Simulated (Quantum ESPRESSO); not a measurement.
Au in Quantum ESPRESSO: the effect of functional

The system is Au.

```
Au
1.0
     2.74841    0.00000    0.00000
     0.00000    2.74841    0.00000
     0.00000    0.00000    2.74841
Au
1
Cartesian
  1.3742 1.3742 1.3742
```

The cell was built by a generator and needn't be a form met in nature.

Alike in all runs:

```yaml
Program: Quantum ESPRESSO 7.5
Task: phonons
Cutoff: 612 eV
Density_cutoff: 4898 eV
k_mesh: 8 × 8 × 8
Occupations: cold, width 0.2 eV
Spin: no spin polarisation
```

Each run relaxes the cell or the atoms first.

Task: One run gave: relaxed volume 19.00 Å³/atom; highest phonon frequency 172 cm⁻¹. Which functional did it use?
A. RPBE
B. LDA
C. vdW-DF-cx
D. PBEsol
E. AM05

Result: B.

```tsv
functional	potentials or basis	relaxed volume (Å³/atom)	highest phonon frequency (cm⁻¹)
LDA	GBRV 1.5 LDA	19.00	172
PBEsol	GBRV 1.5 PBEsol	19.61	163
AM05	GBRV 1.5 PBE	19.68	160
RPBE	GBRV 1.5 PBE	21.49	139
vdW-DF-cx	GBRV 1.5 PBE	19.79	165
```

Caveats: the mesh is thin for the phonons of a metal; some modes are imaginary; the potentials were made for another functional, which shifts forces and pressure (some runs).

Runs at the PBE level aren't shown here.
